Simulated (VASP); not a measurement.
ZrN:

```xyz
2
Lattice="0.0000 2.2875 2.2875 2.2875 0.0000 2.2875 2.2875 2.2875 0.0000" Properties=species:S:1:pos:R:3 pbc="T T T"
Zr    0.0000    0.0000    0.0000
N     2.2875    2.2875    2.2875
```

The cell was built by a generator and isn't the measured one.

Base run:

```yaml
Program: VASP 6.6.1
Functional: PBEsol
Potentials_or_basis: VASP PAW PBE potentials, release 64 (Zr_sv, N)
Cutoff: 520 eV
k_mesh: 20 × 20 × 20
Occupations: fermi-dirac, width 0.05 eV
Spin: no spin polarisation
```

Its results: band gap on the k mesh none (metal or under the smearing width); pressure -3.5 GPa.

Problem. After a change of settings the same cell gave: band gap on the k mesh none (metal or under the smearing width); pressure -8.1 GPa. Which change was it?
A. functional from PBEsol to PBE
B. functional from PBEsol to PBE; k mesh from 20 × 20 × 20 to 12 × 12 × 12
C. functional from PBEsol to LDA; potentials or basis from VASP PAW PBE potentials, release 64 (Zr_sv, N) to VASP PAW LDA potentials, release 64 (Zr_sv, N)
D. functional from PBEsol to PBE; k mesh from 20 × 20 × 20 to 28 × 28 × 28

Solution. C.

Caveats: the PAW data sets were made with another functional, which shifts forces and pressure a little (some runs).
